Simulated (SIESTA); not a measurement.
The system is MnO.

```
Mn O
1.0
     0.00000    2.22391    2.22391
     2.22391    0.00000    2.22391
     2.22391    2.22391    0.00000
Mn O
1 1
Direct
  0.00000 0.00000 0.00000
  0.50000 0.50000 0.50000
```

The cell is a database's computed one.

Base run:

```yaml
Program: SIESTA 5.4.2
Functional: PBEsol
Potentials_or_basis: PseudoDojo 0.4 standard (PBEsol files)
Basis: DZP (energy shift 0.003 Ry; two zetas on semicore shells)
Grid_cutoff: 800 Ry
Energy_shift: 0.003 Ry
k_mesh: 10 × 10 × 10
Occupations: fermi-dirac, width 0.05 eV
Spin: collinear spin, ferromagnetic start
Starting_moments: "[4.0, 0.0] μB"
```

Its results: band gap on the k mesh none (metal or under the smearing width); pressure -5.9 GPa; net moment 4.80 μB per cell; site moments Mn +4.62; O +0.18 μB.

**Question.** The run is repeated on the same cell with these changes: functional from PBEsol to PBE; potentials or basis from PseudoDojo 0.4 standard (PBEsol files) to PseudoDojo 0.4 standard (PBE files). What comes out?

**Answer.** Band gap on the k mesh none (metal or under the smearing width); pressure 1.5 GPa; net moment 4.83 μB per cell; site moments Mn +4.65; O +0.18 μB.

Caveats: short orbitals over semicore shells can move pressures by several GPa; the basis of atomic orbitals isn't converged, which shifts pressures, moduli and gaps; a cell with one magnetic atom can't hold antiferromagnetic order, which such compounds often take; semilocal functionals often make such compounds metallic where correlation or magnetic order opens a gap, which also shifts bond lengths.
